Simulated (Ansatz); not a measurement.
# How the vibrations of Rh change with volume

Level of theory: Ansatz 0.2.0, DFT PBEsol, scalar-relativistic, plane waves, PAW. Plane waves to 420 eV; Γ-centred k mesh 18×18×10; Fermi-Dirac smearing of 0.15 eV. No spin polarisation. Phonons by linear response, acoustic sum rule imposed.

The cell, relaxed at this level:
```cif
data_structure
_symmetry_space_group_name_H-M 'P6_3/mmc'
_symmetry_Int_Tables_number 194
_cell_length_a 2.6915
_cell_length_b 2.6915
_cell_length_c 4.3365
_cell_angle_alpha 90.000
_cell_angle_beta 90.000
_cell_angle_gamma 120.000
_cell_volume 27.21
loop_
_atom_site_label
_atom_site_type_symbol
_atom_site_symmetry_multiplicity
_atom_site_Wyckoff_symbol
_atom_site_fract_x
_atom_site_fract_y
_atom_site_fract_z
_atom_site_occupancy
Rh1 Rh 2 c 0.66667 0.33333 0.75000 1
```

In a metal, frequencies depend on the k mesh and the smearing, soft modes most.

Cells at 0.98 and 1.02 times the equilibrium volume were relaxed in shape and atoms; γ = −d ln ν / d ln V, modes matched by rank.

Task: Give the optical frequencies at Γ (cm⁻¹) at the three volumes and the mode Grüneisen parameters.

Result:
```csv
0.98 V,V,1.02 V,γ,degeneracy
158,152,147,1.72,2
263,249,236,2.69,1
```

Task: What pressures hold the two strained cells, and what bulk modulus follows?

Result: 6.10 GPa at 0.98 V and -5.39 GPa at 1.02 V, so B = −dP/d ln V ≈ 287 GPa.

This form isn't the element's structure at ambient conditions.

Cost: 6 runs of about 2 core-minutes in all, on AMD EPYC 9R45 (Zen 5) (shared hosts).